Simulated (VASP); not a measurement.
A run of VASP 6.6.1:

File INCAR:

```
  ALGO = Normal
  EDIFF = 1E-6
  EDIFFG = -0.003
  ENCUT = 520
  IBRION = 2
  ISIF = 3
  ISMEAR = 0
  LASPH = T
  LCHARG = F
  LMIXTAU = T
  LREAL = F
  LWAVE = F
  METAGGA = SCAN
  NELM = 60
  NSW = 60
  PREC = Accurate
  SIGMA = 0.02
```

Contents of KPOINTS:

```
k-points
0
Gamma
  8 8 8
```

POSCAR

```
PbSe
1.0
    0.0000000000      3.0621500000      3.0621500000
    3.0621500000      0.0000000000      3.0621500000
    3.0621500000      3.0621500000      0.0000000000
Pb Se
1 1
Direct
    0.0000000000      0.0000000000      0.0000000000
    0.5000000000      0.5000000000      0.5000000000
```

Potentials or basis: VASP PAW PBE potentials, release 64 (Pb_d, Se).

The run is started by

```sh
$ cat potpaw_PBE.64/Pb_d/POTCAR potpaw_PBE.64/Se/POTCAR > POTCAR
$ mpirun -np 1 vasp_std > vasp.out
```

Hardware: 1 thread of Intel(R) Xeon(R) 6975P-C (Granite Rapids) (shared host).

Problem. Estimate the wall time of this run.

Solution. Wall time 2.5 min on 1 thread of Intel(R) Xeon(R) 6975P-C (Granite Rapids), on a shared host, peak memory 0.21 GiB. Counts: scf iterations 56, k points 29, ion steps 4.
